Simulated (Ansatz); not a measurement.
Here is an Ansatz 0.2.0 calculation.

File input.yaml:

```yaml
crystal:
  lattice:
    - [-1.5683204576, 1.50800044, 2.10725036]
    - [1.5683204576, -1.50800044, 2.10725036]
    - [1.5683204576, 1.50800044, -2.10725036]
  atoms:
    - { symbol: Co, position: [0.0, 0.0, 0.0], spin: 2.0 }
    - { symbol: O, position: [0.5, 0.5, 0.0] }
hamiltonian:
  xc: pbe
  pseudopotentials: { kind: paw }
magnetization:
  spin_polarized: true
kpoints:
  mp_grid: { grid: [9, 9, 9] }
scf:
  occupations: { method: fermi_dirac, width: 0.05 }
output:
  forces: true
  stress: true
  eigenvalues: true
relax:
  f_tol: 0.01
  max_steps: 40
```

Potentials or basis: Ansatz PAW.

The run is started by

```console
$ ansatz run input.yaml --threads 2 --pin off --max-ram 5632MiB --backend cpu --events-out ev --progress --plain --runs-dir out
```

Q: What does it give for the absolute moment?

A: 2.97 μB per cell.

Q: Estimate the band gap on the k mesh.

A: None (metal or under the smearing width).

Final structure:
```yaml
crystal:
  lattice:
    - [-1.56832, 1.50800, 2.10725]
    - [1.56832, -1.50800, 2.10725]
    - [1.56832, 1.50800, -2.10725]
  atoms:
    - { symbol: Co, position: [0.00000, 0.00000, 0.00000] }
    - { symbol: O, position: [0.50000, 0.50000, 0.00000] }
```

Caveat: the relaxation stopped at its first step, so nothing moved; a cell with one magnetic atom can't hold antiferromagnetic order, which such compounds often take; semilocal functionals often make such compounds metallic where correlation or magnetic order opens a gap, which also shifts bond lengths.
